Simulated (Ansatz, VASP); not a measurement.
**Ta: VASP beside Ansatz**

```
CELL_PARAMETERS angstrom
-1.70926 1.70926 1.70926
1.70926 -1.70926 1.70926
1.70926 1.70926 -1.70926
ATOMIC_POSITIONS crystal
Ta 0.00000 0.00000 0.00000
```

Alike in both runs: task single point; functional PBE; k mesh 18 × 18 × 18; occupations gaussian, width 0.1 eV; no spin polarisation.

|  | VASP | Ansatz |
| --- | --- | --- |
| version | VASP 6.6.1 | Ansatz 0.2.0 |
| potentials or method | VASP PAW PBE potentials, release 64 (Ta_pv) | scalar-relativistic, plane waves, PAW |
| plane-wave cutoff (eV) | 520 | 420 |
| valence electrons in the cell | 11 | 13 |

|  | VASP | Ansatz | Ansatz less VASP |
| --- | --- | --- | --- |
| gap on the k mesh at the Fermi level (eV) | none | none | - |
| pressure (GPa) | -14.6 | -14.6 | 0.00 |

A gap of «none» marks a metal or a gap that the smearing closes. The two sets of potentials don't hold the same shells in valence.

The runs have no spin-orbit coupling, so splittings on Ta are missing.
